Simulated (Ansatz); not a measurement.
KBr (CsCl type), relaxed with r2SCAN: 9 runs in Ansatz 0.2.0, each a construction of maximally localised Wannier functions. The symmetry is Pm-3m (No. 221, cubic); a = 3.976 Å in the conventional setting, 31.43 Å³ an atom. K has 8 Br at 3.44 Å; Br has 8 K at 3.44 Å. The structure was generated, not taken from experiment, and needn't be the ground state; spin polarisation is off.

```
K Br
1.0
     3.97626    0.00000    0.00000
     0.00000    3.97626    0.00000
     0.00000    0.00000    3.97626
K Br
1 1
Cartesian
  0.0000 0.0000 0.0000
  1.9881 1.9881 1.9881
```

Windows count from the top of the filled bands; a dash means that no such window was set (without an outer window there is no disentanglement). Rows marked drawn have settings drawn at random (some not listed).

```
functional  SCF mesh             trial orbitals  functions   mesh  window (eV)  frozen (eV)  settings  Ω total (Å²)  Ω invariant (Å²)  largest spread (Å²)  least projectability  interpolation miss of the model's filled bands (eV, to the nearest computed level)
       PBE     6×6×6                 Br s, Br p          4  6×6×6            –            –    chosen          7.77              7.07                 1.95                  0.68                                                                               0.008
    r2SCAN     6×6×6                 Br s, Br p          4  4×4×4            –            –    chosen          6.87              6.13                 1.73                  0.71                                                                               0.022
     HSE06     4×4×4                 Br s, Br p          4  4×4×4            –            –    chosen          6.83              6.09                 1.72                  0.71                                                                                   –
     HSE06     4×4×4                       Br p          3  4×4×4            –            –    chosen          5.06              5.06                 1.69                  0.98                                                                                   –
       PBE     6×6×6  Br s, Br p (plain search)          4  4×4×4            –            –     drawn          7.85              6.56                 2.69                  0.68                                                                               0.040
       PBE     6×6×6        Br p (plain search)          3  4×4×4            –            –     drawn          5.18              5.18                 1.73                  0.97                                                                               0.042
```

Question: Estimate from these rows what the further settings give.
```csv
functional,SCF mesh,trial orbitals,functions,mesh,window (eV),frozen (eV),settings
PBE,6×6×6,"Br s, Br p",4,4×4×4,–,–,chosen
r2SCAN,6×6×6,Br p,3,4×4×4,–,–,chosen
PBE,6×6×6,Br p,3,4×4×4,–,–,chosen
```

Answer:
```tsv
functional	SCF mesh	trial orbitals	functions	mesh	window (eV)	frozen (eV)	settings	Ω total (Å²)	Ω invariant (Å²)	largest spread (Å²)	least projectability	interpolation miss of the model's filled bands (eV, to the nearest computed level)
PBE	6×6×6	Br s, Br p	4	4×4×4	–	–	chosen	7.28	6.56	1.84	0.68	0.026
r2SCAN	6×6×6	Br p	3	4×4×4	–	–	chosen	5.07	5.07	1.69	0.98	0.034
PBE	6×6×6	Br p	3	4×4×4	–	–	chosen	5.18	5.18	1.73	0.97	0.042
```

A dash in the last column means that the miss wasn't evaluated.

For Br s, Br p with PBE the spread goes 7.28 Å² (4×4×4), 7.77 Å² (6×6×6): finite differences on a coarse mesh understate it.

The runs are scalar-relativistic, without spin-orbit coupling.
